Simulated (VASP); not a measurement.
A run of VASP 6.6.1 is set up as follows.

INCAR

```
  ALGO = Normal
  EDIFF = 1E-6
  ENCUT = 520
  ISIF = 2
  ISMEAR = 0
  LASPH = True
  LCHARG = True
  LELF = True
  LMIXTAU = True
  LREAL = False
  LVHAR = True
  LWAVE = False
  METAGGA = R2SCAN
  NBANDS = 16
  NELM = 100
  PREC = Accurate
  SIGMA = 0.02
```

File KPOINTS:

```
k-points
0
Gamma
  8 8 8
```

The input POSCAR:

```
CdS
1.0
    0.0000000000      2.9178400000      2.9178400000
    2.9178400000      0.0000000000      2.9178400000
    2.9178400000      2.9178400000      0.0000000000
Cd S
1 1
Direct
    0.0000000000      0.0000000000      0.0000000000
    0.7500000000      0.7500000000      0.7500000000
```

Potentials or basis: VASP PAW PBE potentials, release 64 (Cd, S).

The run is started by

```console
$ cat potpaw_PBE.64/Cd/POTCAR potpaw_PBE.64/S/POTCAR > POTCAR
$ mpirun -np 1 vasp_std > vasp.out
```

Task: Estimate the band gap on the k mesh.

Result: 1.59 eV, direct.

Task: Predict the pressure.

Result: 1.7 GPa.

Caveat: the PAW data sets were made with another functional, which shifts forces and pressure a little. r2SCAN opens gaps a little over a GGA but as a rule still falls short of measured ones.
